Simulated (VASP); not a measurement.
# Ti (P6_3/mmc) in VASP: further runs

One crystal, Ti, is run at these levels: PBE; tasks: relaxation of cell and atoms.

Program: VASP 6.6.1. These are calculated values, not measurements. Logs are shortened: lines on timing, memory, paths and dates and some standing lists are left out, and cuts for length are marked.

## (1) Starting point

It takes space group P6_3/mmc (No. 194, hexagonal). Conventional cell: a = 2.950 Å, b = 2.950 Å, c = 4.680 Å, α = 90.00°, β = 90.00°, γ = 120.00°. Ti (site symmetry -6m2) is surrounded by 12 Ti at 2.89 to 2.95 Å.

## (2) Relaxation of cell and atoms, PBE

INCAR reads:

```
SYSTEM = Ti
PREC = Accurate ; ENCUT = 520
EDIFF = 1E-7 ; ISMEAR = 1
SIGMA = 0.2 ; LREAL = .FALSE.
LASPH = .TRUE. ; NELM = 100
ALGO = Fast ; ISIF = 3
LWAVE = .FALSE. ; LCHARG = .FALSE.
GGA = PE ; IBRION = 2
NSW = 80 ; EDIFFG = -0.002
```

KPOINTS reads:

```
regular mesh
0
G
  18 18 10
  0 0 0
```

POSCAR reads:

```
Ti
1.0
    2.9500000000      0.0000000000      0.0000000000
   -1.4750000000      2.5547749400      0.0000000000
    0.0000000000      0.0000000000      4.6800000000
Ti
2
Direct
    0.3333333300      0.6666666700      0.2500000000
    0.6666666700      0.3333333300      0.7500000000
```

Potentials or basis: VASP PAW PBE potentials, release 64 (Ti_sv).

Started as:

```bash
$ cat potpaw_PBE.64/Ti_sv/POTCAR > POTCAR
$ mpirun -np 1 vasp_std > vasp.out
```

OUTCAR:

```text
SYSTEM = Ti
   PREC = Accurate
   ENCUT = 520
   EDIFF = 1E-7
   ISMEAR = 1
   LREAL = .FALSE.
   LASPH = .TRUE.
   NELM = 100
   ISIF = 3
   GGA = PE
   IBRION = 2
   NSW = 80
   EDIFFG = -0.002

 ion  position               nearest neighbor table
   1  0.333  0.667  0.250-   2 2.89   2 2.89   2 2.89   2 2.89   2 2.89   2 2.89
   2  0.667  0.333  0.750-   1 2.89   1 2.89   1 2.89   1 2.89   1 2.89   1 2.89

  LATTYP: Found a hexagonal cell.
 ALAT       =     2.9500000000
 C/A-ratio  =     1.5864406780

  Lattice vectors:

 A1 = (   2.9500000000,   0.0000000000,   0.0000000000)
 A2 = (  -1.4750000000,   2.5547749400,   0.0000000000)
 A3 = (   0.0000000000,   0.0000000000,   4.6800000000)

Analysis of symmetry for initial positions (statically):
=====================================================================
 Subroutine PRICEL returns:
 Original cell was already a primitive cell.

 Routine SETGRP: Setting up the symmetry group for a
 hexagonal supercell.

 Subroutine GETGRP returns: Found 24 space group operations
 (whereof 12 operations were pure point group operations)
 out of a pool of 24 trial point group operations.

The static configuration has the point symmetry D_3d.
 The point group associated with its full space group is D_6h.

Analysis of symmetry for dynamics (positions and initial velocities):
=====================================================================
 Subroutine PRICEL returns:
 Original cell was already a primitive cell.

 Routine SETGRP: Setting up the symmetry group for a
 hexagonal supercell.

 Subroutine GETGRP returns: Found 24 space group operations
 (whereof 12 operations were pure point group operations)
 out of a pool of 24 trial point group operations.

The dynamic configuration has the point symmetry D_3d.
 The point group associated with its full space group is D_6h.

 Subroutine INISYM returns: Found 24 space group operations
 (whereof 12 operations are pure point group operations),
 and found     1 'primitive' translations

----------------------------------------------------------------------------------------

                                     Primitive cell

  volume of cell :      35.2712

  direct lattice vectors                    reciprocal lattice vectors
     2.950000000  0.000000000  0.000000000     0.338983051  0.195711956  0.000000000
    -1.475000000  2.554774940  0.000000000     0.000000000  0.391423911  0.000000000
     0.000000000  0.000000000  4.680000000     0.000000000  0.000000000  0.213675214

[... 99 lines left out ...]
   EFERMI_NEDOS =   21; number of points for ismear=-14 and -15
   IALGO  =     68    algorithm
   IMIX   =      4    mixing-type and parameters
     AMIX     =   0.40;   BMIX     =  1.00
     AMIX_MAG =   1.60;   BMIX_MAG =  1.00
  volume/ion in A,a.u.               =      17.64       119.01
  Fermi-wavevector in a.u.,A,eV,Ry     =   1.439920  2.721055 28.209912  2.073370
  Thomas-Fermi vector in A             =   2.558722
   LORBIT       =      0    0 simple, 1 ext, 2 COOP (PROOUT), +10 PAW based schemes
   GGA     = PE    functional components
   LHFCALC =     F    Hartree Fock is set to
   AEXX    =    0.0000 exact exchange contribution
   IVDW    =     0    specifies the selected vdW correction
   LEPSILON=     F    determine dielectric tensor
   LRPA    =     F    only Hartree local field effects (RPA)
 conjugate gradient relaxation of ions
 non-spin polarized calculation
 RMM-DIIS sequential band-by-band and
 Methfessel and Paxton  Order N= 1 SIGMA  =   0.20
  energy-cutoff  :      520.00
  volume of cell :       35.27
 maximum number of plane-waves:       976
 NGX is ok and might be reduce to    24
   NGX = 11   NGY = 11   NGZ = 17

--------------------------------------- Ionic step        1  -------------------------------------------

 number of electron      24.0000002 magnetization

 Free energy of the ion-electron system (eV)
  ---------------------------------------------------
  ext. energy  EPLUGINS =         0.00000000
  ---------------------------------------------------
  free energy    TOTEN  =       -15.66709455 eV

  energy without entropy =      -15.67252418  energy(sigma->0) =      -15.66890443

------------------------ aborting loop because EDIFF is reached ----------------------------------------

  FORCE on cell =-STRESS in cart. coord.  units (eV):
  Direction    XX          YY          ZZ          XY          YZ          ZX
  --------------------------------------------------------------------------------------
  -------------------------------------------------------------------------------------
  Total       -0.4171721     -0.4171721     -0.4961530      0.0000000     -0.0000000      0.0000000
  in kB      -18.9498303    -18.9498303    -22.5374960      0.0000000     -0.0000000      0.0000000
  external PRESSURE =     -20.1457189 kB  Pullay stress =       0.0000000 kB
[... 203 lines left out ...]
--------------------------------------- Ionic step        7  -------------------------------------------

 number of electron      24.0000002 magnetization

 Free energy of the ion-electron system (eV)
  ---------------------------------------------------
  ext. energy  EPLUGINS =         0.00000000
  ---------------------------------------------------
  free energy    TOTEN  =       -15.67053651 eV

  energy without entropy =      -15.67591103  energy(sigma->0) =      -15.67232802

 E-fermi :   8.3676     XC(G=0): -11.5052

 val. band max:        8.3519087394   @ k =   0.1667   0.0000   0.1000
 cond. band min:       8.3786198445   @ k =   0.0556  -0.0000   0.5000
 fundamental gap:      0.0267111051
 Fermi energy:         8.3675997579

 k-point     1 :       0.0000    0.0000    0.0000
  band No.  band energies     occupation
      1     -48.5081      2.00000
      2     -48.3698      2.00000
      3     -25.1006      2.00000
      4     -24.4513      2.00000
      5     -24.4513      2.00000
      6     -24.3874      2.00000
[... 433 lines left out ...]
      3     -24.8942      2.00000
      4     -24.7940      2.00000
      5     -24.7756      2.00000
      6     -24.6173      2.00000
[... 8 lines left out ...]
     15       9.5248     -0.00000
     16      11.4642     -0.00000

 [... further k-points ...]

------------------------ aborting loop because EDIFF is reached ----------------------------------------

  FORCE on cell =-STRESS in cart. coord.  units (eV):
  Direction    XX          YY          ZZ          XY          YZ          ZX
  --------------------------------------------------------------------------------------
  -------------------------------------------------------------------------------------
  Total       -0.0027066     -0.0027066      0.0000020      0.0000000     -0.0000000      0.0000000
  in kB       -0.1250370     -0.1250370      0.0000915      0.0000000     -0.0000000      0.0000000
  external PRESSURE =      -0.0833275 kB  Pullay stress =       0.0000000 kB
[... 17 lines left out ...]
  FREE ENERGIE OF THE ION-ELECTRON SYSTEM (eV)
  ---------------------------------------------------
  free  energy   TOTEN  =       -15.6705365097 eV

  energy  without entropy=      -15.6759110338  energy(sigma->0) =      -15.67232802

 reached required accuracy - stopping structural energy minimisation
```

Wall time 9.7 min (1 thread of Intel Xeon 6975P-C (Granite Rapids), shared host); peak memory 0.26 GiB.

Results:

* Free energy: -15.6705 eV
* Relaxed volume: 17.34 Å³/atom
* Relaxed cell: a = 2.936 Å, b = 2.936 Å, c = 4.645 Å, α = 90.00°, β = 90.00°, γ = 120.00°
* Space group after relaxing (to 0.05 Å): P6_3/mmc (No. 194)
* Energy gained by relaxing: 1.7 meV/atom
* Ionic steps: 7
* Pressure after relaxing: 0.0 GPa
* Band gap on the k mesh: none (metal or under the smearing width)

Step by step:
```csv
step,energy change (eV),largest force (eV/Å),pressure (GPa),volume (Å³)
1,0.0000,0.0000,-2.01,35.27
2,-0.0005,0.0000,1.59,34.15
3,-0.0034,0.0000,0.07,34.71
4,-0.0034,0.0000,-0.13,34.73
5,-0.0034,0.0000,-0.14,34.73
6,-0.0034,0.0000,-0.13,34.72
7,-0.0034,0.0000,-0.01,34.68
```

Final structure:
```
Ti
1.0
     2.93636    0.00000    0.00000
    -1.46818    2.54296    0.00000
     0.00000    0.00000    4.64459
Ti
2
Cartesian
  0.0000 1.6953 1.1611
  1.4682 0.8477 3.4834
```

## (3) Relaxation of cell and atoms, PBE

This run uses another cell than the first one, of 17.34 Å³/atom, 0.983 times its volume.

INCAR is that of step 2.

KPOINTS is that of step 2.

POSCAR reads:

```
Ti                                      
1.0
    2.9363604605     -0.0000000000     -0.0000000000
   -1.4681802303      2.5429627523      0.0000000000
   -0.0000000000     -0.0000000000      4.6445876653
  Ti            
     2
Direct
     0.3333333300000021    0.6666666699999979    0.2500000000000000
     0.6666666699999979    0.3333333300000021    0.7500000000000000
```

Potentials or basis: VASP PAW PBE potentials, release 64 (Ti_sv).

Started as:

```bash
$ cat potpaw_PBE.64/Ti_sv/POTCAR > POTCAR
$ mpirun -np 1 vasp_std > vasp.out
```

Run time: 2.4 min. Hardware: 1 thread of Intel Xeon 6975P-C (Granite Rapids), shared host; peak memory 0.23 GiB.

It converged, with:

- Free energy: -15.6703 eV
- Pressure after relaxing: 0.0 GPa
- Band gap on the k mesh: none (metal or under the smearing width)

Final structure:
```
Ti
1.0
     2.93636    0.00000    0.00000
    -1.46818    2.54296    0.00000
     0.00000    0.00000    4.64459
Ti
2
Direct
  0.33333 0.66667 0.25000
  0.66667 0.33333 0.75000
```

Levels at points of the mesh, in eV from the Fermi level:
```csv
k point,band 10,band 11,band 12,band 13,band 14,band 15
"(0.00, 0.00, 0.00)",-2.71,0.76,0.76,0.77,0.88,1.26
"(0.50, 0.00, 0.00)",-2.18,-1.86,-0.65,0.46,0.62,1.17
"(0.00, 0.00, 0.50)",-4.36,0.07,0.07,0.66,0.66,0.66
"(0.50, 0.00, 0.50)",-2.56,-0.83,-0.83,1.31,1.31,1.71
```

Caveat: the relaxation stopped at its first step, so nothing moved.
